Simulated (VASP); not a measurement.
Crystal: BAs.

```
B As
1.0
     0.00000    2.39187    2.39187
     2.39187    0.00000    2.39187
     2.39187    2.39187    0.00000
B As
1 1
Cartesian
  0.0000 0.0000 0.0000
  1.1959 1.1959 1.1959
```

The cell was built by a generator and needn't be a form met in nature.

Base run:

- Program: VASP 6.6.1
- Functional: PBEsol
- Potentials or basis: VASP PAW PBE potentials, release 64 (B, As)
- Cutoff: 520 eV
- k mesh: 6 × 6 × 6
- Occupations: gaussian, width 0.01 eV
- Spin: no spin polarisation

Its results: band gap on the k mesh 1.18 eV, indirect (least direct gap 3.23 eV); pressure -0.5 GPa.

Task: The run is repeated on the same cell with these changes: functional from PBEsol to HSE06; k mesh from 6 × 6 × 6 to 4 × 4 × 4. What comes out?

Result: Band gap on the k mesh 2.12 eV, indirect (least direct gap 4.14 eV); pressure -0.6 GPa.

Several settings changed at once, so the effect can't be laid on one alone.

Caveats: some runs use coarse meshes; the PAW data sets were made with another functional, which shifts forces and pressure a little.

A k mesh can miss the band edges.
